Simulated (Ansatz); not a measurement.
## Bi₂Se₃ (R-3m), frozen normal mode

All numbers below come from Ansatz 0.2.0, DFT PBE, scalar-relativistic, plane waves, PAW. The runs took a 420 eV cutoff, a Γ-centred 6×6×6 mesh and Gaussian smearing (0.05 eV). Spin–orbit coupling is left out, which can shift energies with elements as heavy as these. No spin polarisation. Energies are free energies at this smearing, counted from the undisturbed cell; pressure is positive in compression.

Zero of the scan (relaxed at this level):

```
CELL_PARAMETERS angstrom
2.09366 1.20877 10.43403
-2.09366 1.20877 10.43403
0.00000 -2.41755 10.43403
ATOMIC_POSITIONS crystal
Bi 0.39559 0.39559 0.39559
Bi 0.60441 0.60441 0.60441
Se 0.00000 0.00000 0.00000
Se 0.22103 0.22103 0.22103
Se 0.77897 0.77897 0.77897
```

The cell holds layers and no dispersion correction was added, so their binding is poorly described.

A zone-centre mode of this cell is frozen in: each atom moves by x times its row below, so x is the largest displacement.
```
atom ux uy uz
 Bi1  -0.204  -0.204  0.000
 Bi2   0.204   0.204  0.000
 Se3   0.000   0.000  0.000
 Se4  -0.707  -0.707  0.000
 Se5   0.707   0.707  0.000
```

| x (Å) | ΔE (meV/cell) |
| --- | --- |
| -0.1200 | 76.6 |
| -0.0900 | 43.8 |
| -0.0600 | 19.8 |
| -0.0300 | 5.0 |
| 0.0000 | 0.0 |
| 0.0300 | 5.2 |
| 0.0600 | 20.9 |
| 0.0900 | 47.7 |
| 0.1050 | 65.4 |
| 0.1200 | 85.9 |

Predict the pressure (GPa) at each point.

| x (Å) | pressure (GPa) |
| --- | --- |
| -0.1200 | 0.2 |
| -0.0900 | 0.1 |
| -0.0600 | 0.1 |
| -0.0300 | 0.0 |
| 0.0000 | 0.0 |
| 0.0300 | 0.0 |
| 0.0600 | 0.1 |
| 0.0900 | 0.2 |
| 0.1050 | 0.2 |
| 0.1200 | 0.3 |